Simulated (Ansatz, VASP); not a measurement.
# SiC (Moissanite 3C): VASP beside Ansatz

```
Si C
1.0
     0.00000    2.05541    2.05541
     2.05541    0.00000    2.05541
     2.05541    2.05541    0.00000
Si C
1 1
Direct
  0.00000 0.00000 0.00000
  0.25000 0.25000 0.25000
```

Alike in both runs: task single point; functional PBEsol; k mesh 18 × 18 × 18; occupations gaussian, width 0.05 eV; no spin polarisation.

```csv
,VASP,Ansatz
version,VASP 6.6.1,Ansatz 0.2.0
potentials or method,"VASP PAW PBE potentials, release 64 (Si, C)","scalar-relativistic, plane waves, PAW"
plane-wave cutoff (eV),520,420
valence electrons in the cell,8,8
```

Ansatz gave:

* gap on the k mesh at the Fermi level (eV): 1.07
* least direct gap on the mesh (eV): 4.61

Problem. Estimate VASP's values.

Solution. gap on the k mesh at the Fermi level (eV): 1.06; least direct gap on the mesh (eV): 4.60.

 A k mesh can miss the band edges. Expect the measured gap to be larger: semilocal functionals such as PBEsol lack the derivative discontinuity.
